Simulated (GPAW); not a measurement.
**GaN: single point with PBE**

**What was measured.**

“Studying electronic properties in GaN without electrical contacts using γ-γ vs e−-γ Perturbed Angular Correlations”, 2019, pmc:6823545 quotes, for a bulk crystal of GaN: band gap 3.503 ± 0.005 eV (direct).

GaN:

```
Ga N
1.0
     3.18000    0.00000    0.00000
    -1.59000    2.75396    0.00000
     0.00000    0.00000    5.16600
Ga N
2 2
Direct
  0.66667 0.33333 0.50000
  0.33333 0.66667 0.00000
  0.66667 0.33333 0.87500
  0.33333 0.66667 0.37500
```

| Property | Result |
| --- | --- |
| Program | GPAW 26.7.0 |
| Task | single point |
| Functional | PBE |
| Potentials or basis | GPAW PAW data sets (gpaw-data 1.2.1) |
| Cutoff | 800 eV |
| Basis | pw |
| k mesh | 10 × 10 × 5 |
| Occupations | fermi-dirac, width 0.05 eV |
| Spin | no spin polarisation |

```
Pressure               : 15.3 GPa
Largest force          : 0.181 eV/Å
Band gap on the k mesh : 2.09 eV, direct
```

Forces on the atoms (eV/Å):
```
Ga   0.000  0.000 -0.181
Ga   0.000  0.000 -0.181
N    0.000  0.000  0.181
N    0.000  0.000  0.180
```

Stress tensor (GPa, compression positive):
```
14.53  0.00  0.00
 0.00 14.53  0.00
 0.00  0.00 16.77
```

Levels at points of the mesh, in eV from the valence-band top:
| k point | band 5 | band 6 | band 7 | band 8 | band 9 | band 10 | band 11 | band 12 |
| --- | --- | --- | --- | --- | --- | --- | --- | --- |
| (0.00, 0.00, 0.00) | -1.05 | -0.06 | 0.00 | 0.00 | 2.09 | 4.41 | 9.36 | 10.01 |
| (0.50, 0.50, 0.00) | -4.25 | -2.73 | -2.28 | -0.97 | 5.16 | 5.72 | 6.17 | 8.79 |

It took 32 s on 1 thread of Intel(R) Xeon(R) 6975P-C (Granite Rapids), with other jobs on the host, peak memory 0.21 GiB.

Against the measured gap of GaN, 3.503 eV (direct; quoted in “Studying electronic properties in GaN without electrical contacts using γ-γ vs e−-γ Perturbed Angular Correlations”, 2019, pmc:6823545), the calculated 2.09 eV is off by -1.42 eV. Spin-orbit coupling on Ga is left out. The value is that of PBE, without temperature or zero-point motion. Semilocal functionals fall short of measured gaps as a rule.

Caveat: so large a pressure means that the cell lies far from this level's equilibrium, or that cutoff or potentials fall short.
